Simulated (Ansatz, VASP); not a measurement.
# Ti: VASP beside Ansatz

```
Ti
1.0
    -1.64100    1.64100    1.64100
     1.64100   -1.64100    1.64100
     1.64100    1.64100   -1.64100
Ti
1
Direct
  0.00000 0.00000 0.00000
```

Alike in both runs: task relaxation of cell and atoms; functional r2SCAN; k mesh 24 × 24 × 24; occupations gaussian, width 0.1 eV; no spin polarisation.

```csv
,VASP,Ansatz
version,VASP 6.6.1,Ansatz 0.2.0
potentials or method,"VASP PAW PBE potentials, release 64 (Ti_sv)","scalar-relativistic, plane waves, PAW"
plane-wave cutoff (eV),600,500
valence electrons in the cell,12,12
```

Ansatz gave:

* gap on the k mesh at the Fermi level, each at its own relaxed structure (eV): none
* relaxed volume (Å³/atom): 17.20
* relaxed cell length with the largest relative difference (Å): 2.816
* energy change over the relaxation (meV/atom): -4

Estimate VASP's values.

gap on the k mesh at the Fermi level, each at its own relaxed structure (eV): none; relaxed volume (Å³/atom): 17.27; relaxed cell length with the largest relative difference (Å): 2.821; energy change over the relaxation (meV/atom): -3.

A gap of «none» marks a metal or a gap that the smearing closes.

Caveats: the PAW data sets were made with another functional, which shifts forces and pressure a little (VASP).
